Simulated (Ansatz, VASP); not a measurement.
**CdS (Greenockite) in VASP and in Ansatz**

Contents of INCAR:

```
SYSTEM = CdS
ALGO = Normal
EDIFF = 1E-7
ENCUT = 520
GGA = PS
ISIF = 2
ISMEAR = -1
LASPH = .True.
LCHARG = .False.
LREAL = .False.
LWAVE = .False.
NBANDS = 26
NELM = 60
PREC = Accurate
SIGMA = 0.05
```

File KPOINTS:

```
k-points
0
Gamma
  7 7 4
  0 0 0
```

Contents of POSCAR:

```
CdS
1.0
    4.1774842447      0.0000000000      0.0000000000
   -2.0887421223      3.6178074798      0.0000000000
    0.0000000000      0.0000000000      6.7816171943
Cd S
2 2
Direct
    0.6666666667      0.3333333333      0.5000000000
    0.3333333333      0.6666666667      0.0000000000
    0.6666666667      0.3333333333      0.8750000000
    0.3333333333      0.6666666667      0.3750000000
```

input.yaml

```yaml
crystal:
  lattice:
    - [4.1774842447, 0.0, 0.0]
    - [-2.0887421223, 3.6178074798, 0.0]
    - [0.0, 0.0, 6.7816171943]
  atoms:
    - { symbol: Cd, position: [0.6666666667, 0.3333333333, 0.5] }
    - { symbol: Cd, position: [0.3333333333, 0.6666666667, 0.0] }
    - { symbol: S, position: [0.6666666667, 0.3333333333, 0.875] }
    - { symbol: S, position: [0.3333333333, 0.6666666667, 0.375] }
kpoints:
  mp_grid: { grid: [7, 7, 4] }
scf:
  occupations: { method: fermi_dirac, width: 0.05 }
hamiltonian:
  xc: pbesol
  pseudopotentials: { kind: all_electron, lapw: { basis_error: 0.002 } }
output:
  forces: true
  stress: true
  eigenvalues: true
```

Change from the starting cell: volume scaled by 1.02.

Alike in both runs: task single point; functional PBEsol; k mesh 7 × 7 × 4; occupations fermi-dirac, width 0.05 eV; no spin polarisation.

```csv
,VASP,Ansatz
version,VASP 6.6.1,Ansatz 0.2.0
potentials or method,"VASP PAW PBE potentials, release 64 (Cd, S)","all-electron LAPW, scalar-relativistic"
plane-wave cutoff (eV),520,see its input
```

```csv
,VASP,Ansatz,Ansatz less VASP
gap on the k mesh at the Fermi level (eV),1.01,1.01,-0.002
least direct gap on the mesh (eV),1.01,1.01,-0.002
pressure (GPa),-1.7,-2.0,-0.32
largest component of the traceless stress (GPa),0.35,0.34,-0.015
rms of the force components (eV/Å),0.036,0.036,-0.0007
```

Atom by atom the forces differ by 0.001 eV/Å (rms over components). Ansatz ran all-electron here, so the differences hold the error of VASP's frozen core and of both bases.

Caveats: the PAW data sets were made with another functional, which shifts forces and pressure a little (VASP).
